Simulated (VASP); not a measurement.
The system is Ni.

```
Ni
1.0
     0.00000    1.73757    1.73757
     1.73757    0.00000    1.73757
     1.73757    1.73757    0.00000
Ni
1
Direct
  0.00000 0.00000 0.00000
```

* Program: VASP 6.6.1
* Task: relaxation of cell and atoms
* Functional: PBE
* Potentials or basis: VASP PAW PBE potentials, release 64 (Ni_GW)
* Cutoff: 630 eV
* k mesh: 13 × 13 × 13
* Occupations: fermi-dirac, width 0.05 eV
* Spin: collinear spin, ferromagnetic start
* Starting moments: [1.0] μB

At the start: pressure 7.8 GPa; volume 10.49 Å³/atom.

Question: How do energy, volume and symmetry change on relaxing?

Answer: Over 3 steps the energy falls by 8.8 meV/atom and the volume is 10.87 Å³/atom (+3.6 %); space group Fm-3m (No. 225, to 0.05 Å); moment 0.63 μB per cell.

Step by step:
```csv
step,energy change (eV),largest force (eV/Å),pressure (GPa),volume (Å³)
1,0.0000,0.0000,7.79,10.49
2,0.0006,0.0000,-7.01,11.29
3,-0.0088,0.0000,-0.04,10.87
```

Final structure:
```xyz
1
Lattice="0.0000 1.7583 1.7583 1.7583 0.0000 1.7583 1.7583 1.7583 0.0000" Properties=species:S:1:pos:R:3 pbc="T T T"
Ni    0.0000    0.0000    0.0000
```
